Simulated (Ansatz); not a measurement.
# Ti: an axial (c/a) deformation path

This session takes Ti and sets out to look for other minima along an axial (c/a) path.

Computed with Ansatz 0.2.0 (DFT r2SCAN, scalar-relativistic, plane waves, PAW, unless a step's input says otherwise).

2 further runs of the same task are left out: 1 that didn't finish, 1 set aside as unsound or not needed.

**1. The structure to begin with**

The structure is hexagonal, space group P6/mmm (No. 191). Conventional cell: a = 4.568 Å, b = 4.568 Å, c = 2.825 Å, α = 90.00°, β = 90.00°, γ = 120.00°. Around Ti (site symmetry 6/mmm) lie 14 Ti at 2.82 to 2.99 Å. Ti (site symmetry -6m2) is surrounded by 11 Ti at 2.64 to 2.99 Å.

As a file:

```cif
data_structure
_symmetry_space_group_name_H-M 'P6/mmm'
_symmetry_Int_Tables_number 191
_cell_length_a 4.5680
_cell_length_b 4.5680
_cell_length_c 2.8246
_cell_angle_alpha 90.000
_cell_angle_beta 90.000
_cell_angle_gamma 120.000
_cell_volume 51.04
loop_
_atom_site_label
_atom_site_type_symbol
_atom_site_symmetry_multiplicity
_atom_site_Wyckoff_symbol
_atom_site_fract_x
_atom_site_fract_y
_atom_site_fract_z
_atom_site_occupancy
Ti1 Ti 1 a 0.00000 0.00000 0.00000 1
Ti2 Ti 2 d 0.33333 0.66667 0.50000 1
```

It goes back to an entry of the Materials Project, which need not be the stable form.

This cell was relaxed beforehand with the same method: volume 17.01 Å³/atom, gap on the mesh none (metal).

**2. Zero of the scan**

Input file input.yaml:

```yaml
crystal:
  lattice:
    - [4.5680217113, 0.0, 0.0]
    - [-2.2840108556, 3.956022847, 0.0]
    - [0.0, 0.0, 2.8245629289]
  atoms:
    - { symbol: Ti, position: [0.0, 0.0, 0.0] }
    - { symbol: Ti, position: [0.3333333333, 0.6666666667, 0.5] }
    - { symbol: Ti, position: [0.6666666667, 0.3333333333, 0.5] }
basis:
  ecutwfc: 500
kpoints:
  mp_grid: { grid: [12, 12, 18] }
hamiltonian:
  xc: r2scan
scf:
  occupations: { method: gaussian, width: 0.15 }
output:
  forces: true
  stress: true
  eigenvalues: true
```

On the command line:

```bash
> ansatz run input.yaml --threads 1 --pin off --max-ram 2560MiB --backend cpu --events-out ev --progress --plain --runs-dir out
```

**3. The scan: an axial (c/a) deformation path**

At fixed volume and fractional coordinates, lengths along (0.000, 0.000, 1.000) are scaled against those across it; ρ is that ratio over its starting value.

**4. At ρ = 0.850**

input.yaml, as its differences from that of step 2:

```diff
@@ -2,5 +2,5 @@
   lattice:
-    - [4.5680217113, 0.0, 0.0]
-    - [-2.2840108556, 3.956022847, 0.0]
-    - [0.0, 0.0, 2.8245629289]
+    - [4.8223106528, 0.0, 0.0]
+    - [-2.4111553264, 4.1762435303, 0.0]
+    - [0.0, 0.0, 2.5345286534]
   atoms:
```

**5. ρ = 1.200**

input.yaml, as its differences from that of step 4:

```diff
@@ -2,5 +2,5 @@
   lattice:
-    - [4.8223106528, 0.0, 0.0]
-    - [-2.4111553264, 4.1762435303, 0.0]
-    - [0.0, 0.0, 2.5345286534]
+    - [4.298673011, 0.0, 0.0]
+    - [-2.1493365055, 3.7227600301, 0.0]
+    - [0.0, 0.0, 3.1896185783]
   atoms:
```

**6. ρ = 0.920**

input.yaml, as its differences from that of step 5:

```diff
@@ -2,5 +2,5 @@
   lattice:
-    - [4.298673011, 0.0, 0.0]
-    - [-2.1493365055, 3.7227600301, 0.0]
-    - [0.0, 0.0, 3.1896185783]
+    - [4.6967655685, 0.0, 0.0]
+    - [-2.3483827842, 4.0675182979, 0.0]
+    - [0.0, 0.0, 2.6718360571]
   atoms:
@@ -21 +21,5 @@
   eigenvalues: true
+  write_density: true
+  write_potential: true
+  elf: true
+  volumetric_format: npy
```

**7. At ρ = 1.100**

input.yaml, as its differences from that of step 6:

```diff
@@ -2,5 +2,5 @@
   lattice:
-    - [4.6967655685, 0.0, 0.0]
-    - [-2.3483827842, 4.0675182979, 0.0]
-    - [0.0, 0.0, 2.6718360571]
+    - [4.4251765029, 0.0, 0.0]
+    - [-2.2125882514, 3.8323152677, 0.0]
+    - [0.0, 0.0, 3.0098605749]
   atoms:
@@ -21,5 +21 @@
   eigenvalues: true
-  write_density: true
-  write_potential: true
-  elf: true
-  volumetric_format: npy
```

**8. ρ = 0.960**

input.yaml, as its differences from that of step 7:

```diff
@@ -2,5 +2,5 @@
   lattice:
-    - [4.4251765029, 0.0, 0.0]
-    - [-2.2125882514, 3.8323152677, 0.0]
-    - [0.0, 0.0, 3.0098605749]
+    - [4.630605128, 0.0, 0.0]
+    - [-2.315302564, 4.0102216758, 0.0]
+    - [0.0, 0.0, 2.7487299652]
   atoms:
```

**9. At ρ = 1.050**

input.yaml, as its differences from that of step 8:

```diff
@@ -2,5 +2,5 @@
   lattice:
-    - [4.630605128, 0.0, 0.0]
-    - [-2.315302564, 4.0102216758, 0.0]
-    - [0.0, 0.0, 2.7487299652]
+    - [4.4943310557, 0.0, 0.0]
+    - [-2.2471655278, 3.8922048672, 0.0]
+    - [0.0, 0.0, 2.9179473691]
   atoms:
```

**10. ρ = 0.800**

input.yaml, as its differences from that of step 9:

```diff
@@ -2,5 +2,5 @@
   lattice:
-    - [4.4943310557, 0.0, 0.0]
-    - [-2.2471655278, 3.8922048672, 0.0]
-    - [0.0, 0.0, 2.9179473691]
+    - [4.9207522198, 0.0, 0.0]
+    - [-2.4603761099, 4.2614964281, 0.0]
+    - [0.0, 0.0, 2.4341345433]
   atoms:
```

**11. Point ρ = 1.300**

input.yaml, as its differences from that of step 10:

```diff
@@ -2,5 +2,5 @@
   lattice:
-    - [4.9207522198, 0.0, 0.0]
-    - [-2.4603761099, 4.2614964281, 0.0]
-    - [0.0, 0.0, 2.4341345433]
+    - [4.1854970673, 0.0, 0.0]
+    - [-2.0927485336, 3.6247467877, 0.0]
+    - [0.0, 0.0, 3.364445439]
   atoms:
@@ -21 +21,5 @@
   eigenvalues: true
+  write_density: true
+  write_potential: true
+  elf: true
+  volumetric_format: npy
```

(Steps that only read results are left out.)

Before running it: what results should come out? Wanted: highest point.

The runs gave:

| quantity | value |
| --- | --- |
| highest point | 328.7 meV/atom at ρ = 1.300 |

**Reading.** No sampled point lies below the undisturbed cell. No sampled point inside the path is a dip, apart from those named.
